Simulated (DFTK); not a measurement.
# MgS (Niningerite) (Fm-3m) in DFTK: notebook

The runs below take MgS (Niningerite) through band structure, with PBE.

Everything below comes from runs of DFTK 0.8.2. Logs are shortened: lines on timing, memory, paths and dates and some standing lists are left out, and cuts for length are marked.

## (1) The structure

The structure is cubic, space group Fm-3m (No. 225). The conventional cell has a = 5.203 Å, b = 5.203 Å, c = 5.203 Å, α = 90.00°, β = 90.00°, γ = 90.00°. S (site symmetry m-3m) is surrounded by 6 Mg at 2.60 Å. Mg (site symmetry m-3m) has 6 S at 2.60 Å as nearest neighbours.

## (2) Band structure, PBE

run.jl

```julia
using DFTK
using PseudoPotentialData
using Unitful, UnitfulAtomic
using LinearAlgebra, Printf
include("save.jl")
disable_threading()

# lattice vectors are the columns
lattice = austrip(1u"Å") * [           0.0        2.60165        2.60165;
                  2.60165            0.0        2.60165;
                  2.60165        2.60165            0.0]
symbols   = [:S, :Mg]
positions = [[0.5, 0.5, 0.5],
             [0.0, 0.0, 0.0]]
pseudopotentials = Dict(:Mg => "Mg.upf", :S => "S.upf")
elements = Dict(s => ElementPsp(s, pseudopotentials; rcut=10.0) for s in unique(symbols))
atoms    = [elements[s] for s in symbols]

build_model(lattice, positions; symmetries=true) =
    model_DFT(lattice, atoms, positions;
              functionals=PBE(),
              temperature=austrip(0.05u"eV"),
              smearing=Smearing.FermiDirac(),
              symmetries)
Ecut  = 45.0  # hartree
kgrid = [9, 9, 9]
tol   = 1e-6
to_GPa = ustrip(uconvert(u"GPa", 1u"hartree/bohr^3"))

model = build_model(lattice, positions)
basis = PlaneWaveBasis(model; Ecut, kgrid)
display(basis)
scfres = self_consistent_field(basis;
                               tol,
                               nbandsalg=AdaptiveBands(model; n_bands_converge=13))
display(scfres.energies)
@printf "Fermi level: %.6f eV\n" ustrip(auconvert(u"eV", something(scfres.εF, NaN)))
forces = compute_forces_cart(scfres)
println("Forces (eV/Å)")
for (s, f) in zip(symbols, forces)
    @printf "%-3s %12.6f %12.6f %12.6f\n" s ustrip.(auconvert.(u"eV/Å", f))...
end
stress = compute_stresses_cart(scfres)
println("Stress (GPa)")
display(round.(stress * to_GPa; digits=4))
println("Levels at the first k-point (eV): ", round.(ustrip.(auconvert.(u"eV", scfres.eigenvalues[1][1:scfres.n_bands_converge])); digits=4))
save_scf!(scfres; forces, stress)

points = Dict("G" => [0.0, 0.0, 0.0], "K" => [0.375, 0.375, 0.75], "L" => [0.5, 0.5, 0.5], "U" => [0.625, 0.25, 0.625], "W" => [0.5, 0.25, 0.75], "X" => [0.5, 0.0, 0.5])
segments = [("G", "X", 7), ("X", "W", 4), ("W", "K", 3), ("K", "G", 7), ("G", "L", 6), ("L", "U", 4), ("U", "W", 3), ("W", "L", 5), ("L", "K", 4), ("U", "X", 3)]
kcoords = vcat([[points[a] + t * (points[b] - points[a]) for t in range(0, 1, n)] for (a, b, n) in segments]...)
bands = compute_bands(scfres, ExplicitKpoints(kcoords); n_bands=15, tol=1e-5)
for (k, ε) in zip(bands.basis.kpoints, bands.eigenvalues)
    @printf "%d %8.4f %8.4f %8.4f " k.spin k.coordinate...
    println(join([@sprintf("%9.4f", e) for e in ustrip.(auconvert.(u"eV", ε .- scfres.εF))]))
end
results["band_energies"] = rows(bands.eigenvalues); results["band_kpoints"] = rows(kcoords)
```

Potentials or basis: SPMS 1.0 (PBE).

On the command line:

```console
$ julia --threads=1 run.jl  # save.jl only writes the numbers to a file and isn't shown; printed stress counts tension as positive; times include loading and compiling
```

Output:

```text
PlaneWaveBasis discretization:

    Ecut                 : 45.0 Ha
    fft_size             : (45, 45, 45), 91125 total points
    kgrid                : MonkhorstPack([9, 9, 9])
    num.   red. kpoints  : 729
    num. irred. kpoints  : 35

    Discretized Model(gga_x_pbe+gga_c_pbe, 3D):
        lattice (in Bohr)    : [0         , 4.91641   , 4.91641   ]
                               [4.91641   , 0         , 4.91641   ]
                               [4.91641   , 4.91641   , 0         ]
        unit cell volume     : 237.67 Bohr³

        atoms                : MgS
        atom potentials      : ElementPsp(:S, "S.upf")
                               ElementPsp(:Mg, "Mg.upf")

        num. electrons       : 16
        spin polarization    : none
        temperature          : 0.0018375 Ha
        smearing             : DFTK.Smearing.FermiDirac()

        terms                : Kinetic()
                               AtomicLocal()
                               AtomicNonlocal()
                               Ewald(nothing)
                               PspCorrection()
                               Hartree()
                               Xc(gga_x_pbe, gga_c_pbe)
                               Entropy()
n     Energy            log10(ΔE)   log10(Δρ)   Diag   Δtime
---   ---------------   ---------   ---------   ----   ------
  1   -67.12346875099                   -0.99    5.0    5.62s
  2   -67.13872169279       -1.82       -1.75    2.0    3.11s
  3   -67.13899038843       -3.57       -2.18    2.9    3.37s
  4   -67.13900096617       -4.98       -3.06    1.5    2.60s
  5   -67.13900146338       -6.30       -3.66    3.3    3.41s
  6   -67.13900147362       -7.99       -4.30    2.1    2.89s
  7   -67.13900147438       -9.12       -5.45    2.5    3.13s
  8   -67.13900147441      -10.48       -5.78    4.0    3.75s
  9   -67.13900147441      -12.18       -6.34    1.4    2.58s
Energy breakdown (in Ha):
    Kinetic             31.3411105
    AtomicLocal         -65.7167958
    AtomicNonlocal      -3.6527658
    Ewald               -38.3567383
    PspCorrection       0.9669353
    Hartree             18.7794647
    Xc                  -10.5002122
    Entropy             -0.0000000

    total               -67.139001474413
Fermi level: 6.382374 eV
Forces (eV/Å)
S      -0.000000     0.000000     0.000000
Mg      0.000000     0.000000     0.000000
Stress (GPa)
3×3 StaticArraysCore.SMatrix{3, 3, Float64, 9} with indices SOneTo(3)×SOneTo(3):
 -1.0372  -0.0      0.0
  0.0     -1.0372  -0.0
 -0.0      0.0     -1.0372
Levels at the first k-point (eV): [-69.8599, -36.5899, -36.5899, -36.5899, -7.7352, 4.9273, 4.9273, 4.9273, 8.636, 12.8589, 12.8589, 12.8589, 15.2141]
1   0.0000   0.0000   0.0000  -76.2423 -42.9723 -42.9723 -42.9723 -14.1176  -1.4551  -1.4551  -1.4551   2.2536   6.4765   6.4765   6.4765   8.8317   8.8317  11.0952
1   0.0833   0.0000   0.0833  -76.2422 -42.9727 -42.9725 -42.9725 -14.0267  -1.9746  -1.6083  -1.6083   2.8500   5.9872   6.7835   6.7835   7.8207   8.9467  11.8806
1   0.1667   0.0000   0.1667  -76.2421 -42.9738 -42.9729 -42.9729 -13.7673  -2.9864  -1.9833  -1.9833   3.8668   5.0522   6.4409   7.5958   7.5958   9.2820  12.7159
1   0.2500   0.0000   0.2500  -76.2420 -42.9753 -42.9735 -42.9735 -13.3811  -4.0009  -2.4207  -2.4207   3.5483   4.1703   6.7603   8.6989   8.6989   9.8024  13.9004
1   0.3333   0.0000   0.3333  -76.2419 -42.9768 -42.9741 -42.9741 -12.9470  -4.8481  -2.7980  -2.7980   2.4306   3.4975   8.2774   9.9265   9.9265  10.4276  15.3245
1   0.4167   0.0000   0.4167  -76.2419 -42.9778 -42.9746 -42.9746 -12.5877  -5.4260  -3.0460  -3.0460   1.6148   3.0826   9.7986  10.9914  11.1649  11.1649  14.9350
[... 38 lines left out ...]
1   0.5625   0.1250   0.5625  -76.2418 -42.9779 -42.9752 -42.9746 -12.4340  -5.5090  -3.6947  -3.0484   1.7654   3.5758   9.7088   9.8670  11.3782  13.4228  13.7168
1   0.5000   0.0000   0.5000  -76.2418 -42.9781 -42.9748 -42.9748 -12.4446  -5.6354  -3.1318  -3.1318   1.3254   2.9428  10.5440  11.2323  11.9289  11.9289  14.1047
```

Wall time 94 s (1 thread of AMD EPYC 9R45 (Zen 5), shared host); peak memory 1.9 GiB.

What came out:

| Quantity | Value |
| --- | --- |
| Free energy | -1826.9453 eV |
| Pressure | 1.0 GPa |
| Band gap on the k mesh | 2.91 eV, indirect (least direct gap 3.71 eV) |
| Band gap along the path | 2.78 eV, indirect (least direct gap 3.71 eV) |

Levels at the corners of the path, in eV from the valence-band top:
```tsv
point	band 5	band 6	band 7	band 8	band 9	band 10	band 11	band 12
Γ	-12.66	0.00	0.00	0.00	3.71	7.93	7.93	7.93
X	-10.99	-4.18	-1.68	-1.68	2.78	4.40	12.00	12.69
W	-10.94	-3.22	-3.22	-2.35	5.25	7.94	7.94	8.06
K	-10.99	-3.68	-3.18	-1.36	3.91	6.69	9.67	10.06
Γ	-12.66	0.00	0.00	0.00	3.71	7.93	7.93	7.93
L	-11.35	-4.82	-0.59	-0.59	4.55	6.89	6.89	10.12
U	-10.99	-3.68	-3.18	-1.36	3.91	6.69	9.67	10.06
W	-10.94	-3.22	-3.22	-2.35	5.25	7.94	7.94	8.06
L	-11.35	-4.82	-0.59	-0.59	4.55	6.89	6.89	10.12
K	-10.99	-3.68	-3.18	-1.36	3.91	6.69	9.67	10.06
U	-10.99	-3.68	-3.18	-1.36	3.91	6.69	9.67	10.06
X	-10.99	-4.18	-1.68	-1.68	2.78	4.40	12.00	12.69
```

Caveat: the mesh misses the band edges, which the band path finds closer together.

## (3) Band structure, PBE

Changes to run.jl since step 2:

```diff
@@ -14,4 +14,4 @@
              [0.0, 0.0, 0.0]]
-pseudopotentials = Dict(:Mg => "Mg.upf", :S => "S.upf")
-elements = Dict(s => ElementPsp(s, pseudopotentials; rcut=10.0) for s in unique(symbols))
+pseudopotentials = PseudoFamily("cp2k.nc.sr.pbe.v0_1.largecore.gth")
+elements = Dict(s => ElementPsp(s, pseudopotentials) for s in unique(symbols))
 atoms    = [elements[s] for s in symbols]
@@ -24,3 +24,3 @@
               symmetries)
-Ecut  = 45.0  # hartree
+Ecut  = 41.0  # hartree
 kgrid = [9, 9, 9]
@@ -34,3 +34,3 @@
                                tol,
-                               nbandsalg=AdaptiveBands(model; n_bands_converge=13))
+                               nbandsalg=AdaptiveBands(model; n_bands_converge=9))
 display(scfres.energies)
@@ -51,3 +51,3 @@
 kcoords = vcat([[points[a] + t * (points[b] - points[a]) for t in range(0, 1, n)] for (a, b, n) in segments]...)
-bands = compute_bands(scfres, ExplicitKpoints(kcoords); n_bands=15, tol=1e-5)
+bands = compute_bands(scfres, ExplicitKpoints(kcoords); n_bands=11, tol=1e-5)
 for (k, ε) in zip(bands.basis.kpoints, bands.eigenvalues)
```

Potentials or basis: cp2k.nc.sr.pbe.v0_1.largecore.gth (PBE, GTH, large core).

On the command line:

```console
$ julia --threads=1 run.jl  # save.jl only writes the numbers to a file and isn't shown; printed stress counts tension as positive; times include loading and compiling
```

Run time: 44 s. Hardware: 1 thread of AMD EPYC 9R45 (Zen 5), shared host; peak memory 1.7 GiB.

The run converged. Its results:

- Free energy: -304.9047 eV
- Pressure: 1.7 GPa
- Band gap on the k mesh: 3.00 eV, indirect (least direct gap 3.75 eV)
- Band gap along the path: 2.87 eV, indirect (least direct gap 3.75 eV)

Levels at the corners of the path, in eV from the valence-band top:
```tsv
point	band 2	band 3	band 4	band 5	band 6	band 7
Γ	0.00	0.00	0.00	3.75	7.98	7.98
X	-4.19	-1.68	-1.68	2.87	4.42	11.97
W	-3.22	-3.22	-2.33	5.32	7.95	7.95
K	-3.69	-3.16	-1.35	3.97	6.72	9.71
Γ	0.00	0.00	0.00	3.75	7.98	7.98
L	-4.81	-0.58	-0.58	4.55	6.92	6.92
U	-3.69	-3.16	-1.35	3.97	6.72	9.71
W	-3.22	-3.22	-2.33	5.32	7.95	7.95
L	-4.81	-0.58	-0.58	4.55	6.92	6.92
K	-3.69	-3.16	-1.35	3.97	6.72	9.71
U	-3.69	-3.16	-1.35	3.97	6.72	9.71
X	-4.19	-1.68	-1.68	2.87	4.42	11.97
```

Caveat: GTH potentials come without recommended cutoffs, and this one wasn't checked for convergence; this set keeps more shells in the core, which shifts pressures and gaps; the mesh misses the band edges, which the band path finds closer together.
